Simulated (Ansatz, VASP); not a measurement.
Given: the input of a run of Ansatz 0.2.0 on I.

The input input.yaml:

```yaml
crystal:
  lattice:
    - [0.0, 2.3656004428, 3.9098401324]
    - [2.1922454667, 0.0, 3.9098401324]
    - [2.1922454667, 2.3656004428, 0.0]
  atoms:
    - { symbol: I, position: [0.0, 0.0, 0.0] }
hamiltonian:
  xc: rpbe
  pseudopotentials: { kind: paw }
kpoints:
  mp_grid: { grid: [9, 9, 9] }
scf:
  occupations: { method: gaussian, width: 0.02 }
output:
  forces: true
  stress: true
  eigenvalues: true
```

Potentials or basis: Ansatz PAW.

Run with:

```console
$ ansatz run input.yaml --threads 2 --pin off --max-ram 5632MiB --backend cpu --events-out ev --progress --plain --runs-dir out
```

Q: Set up the same calculation for VASP 6.6.1. Potentials there: VASP PAW PBE potentials, release 64 (I).

A: As run (the cutoff follows the program's own potentials):

File INCAR:

```
PREC     = Accurate       # precision mode
ENCUT    = 520            # plane-wave cutoff, eV
EDIFF    = 1E-6           # SCF threshold, eV
ISMEAR   = 0              # smearing method
SIGMA    = 0.02           # smearing width, eV
LREAL    = F              # projectors in reciprocal space
LASPH    = T              # aspherical terms in the spheres
NELM     = 60             # most SCF steps
ALGO     = Normal         # electronic algorithm
ISIF     = 2              # what is computed and relaxed
LWAVE    = F              # write WAVECAR
LCHARG   = T              # write CHGCAR
GGA      = RP             # functional
LELF     = T              # ELF
LVHAR    = T
```

Contents of KPOINTS:

```
regular mesh
0
Gamma
  9 9 9
```

Contents of POSCAR:

```
I
4.5698
    0.000000000000      0.517659513064      0.855582330168
    0.479724597729      0.000000000000      0.855582330168
    0.479724597729      0.517659513064      0.000000000000
I
1
Direct
    0.0000000000      0.0000000000      0.0000000000
```

Potentials or basis: VASP PAW PBE potentials, release 64 (I).

The run is started by

```console
$ cat potpaw_PBE.64/I/POTCAR > POTCAR
$ mpirun -np 1 vasp_std > vasp.out
```

Both were run:

|  | VASP | Ansatz | Ansatz less VASP |
| --- | --- | --- | --- |
| gap on the k mesh at the Fermi level (eV) | none | none | - |
| pressure (GPa) | 1.8 | 1.8 | +0.04 |
| largest component of the traceless stress (GPa) | 0.27 | 0.23 | -0.047 |

A gap of «none» marks a metal or a gap that the smearing closes. The functional is the same, so the differences come from potentials, cutoffs and numerics. The two sets of potentials don't hold the same shells in valence.

Caveats: an odd number of electrons without spin polarisation forces a metal; a magnetic or distorted state may lie lower; the PAW data sets were made with another functional, which shifts forces and pressure a little (VASP); the PAW data sets come from PBE, with cores solved anew for the run's functional, which leaves a small shift of forces and pressure (Ansatz). Spin-orbit coupling is left out, which matters for the levels of I.
